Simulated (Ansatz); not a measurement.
Bi2Se3 (Paraguanajuatite):

```
Bi Se
1.0
     2.07150    1.19598    9.54533
    -2.07150    1.19598    9.54533
     0.00000   -2.39196    9.54533
Bi Se
2 3
Direct
  0.59920 0.59920 0.59920
  0.40080 0.40080 0.40080
  0.78830 0.78830 0.78830
  0.21170 0.21170 0.21170
  0.00000 0.00000 0.00000
```

Base run:

```yaml
Program: Ansatz 0.2.0
Functional: PBEsol
Potentials_or_basis: Ansatz PAW
Cutoff: "420 eV (not typed: the program's choice for these potentials)"
k_mesh: 8 × 8 × 8
Occupations: fermi-dirac, width 0.05 eV
Spin: no spin polarisation
```

Its results: band gap on the k mesh 0.14 eV, direct; pressure -0.3 GPa; largest force 0.154 eV/Å.

Question: The run is repeated on the same cell with these changes: functional from PBEsol to BLYP. What comes out?

Answer: Band gap on the k mesh 0.27 eV, direct; pressure 6.3 GPa; largest force 0.305 eV/Å.

BLYP binds less tightly than PBEsol, so the same cell stands under more pressure.

Caveats: spin-orbit coupling is left out, which as a rule narrows the gap of such compounds by several tenths of an eV; the PAW data sets come from PBE, with cores solved anew for the run's functional, which leaves a small shift of forces and pressure.
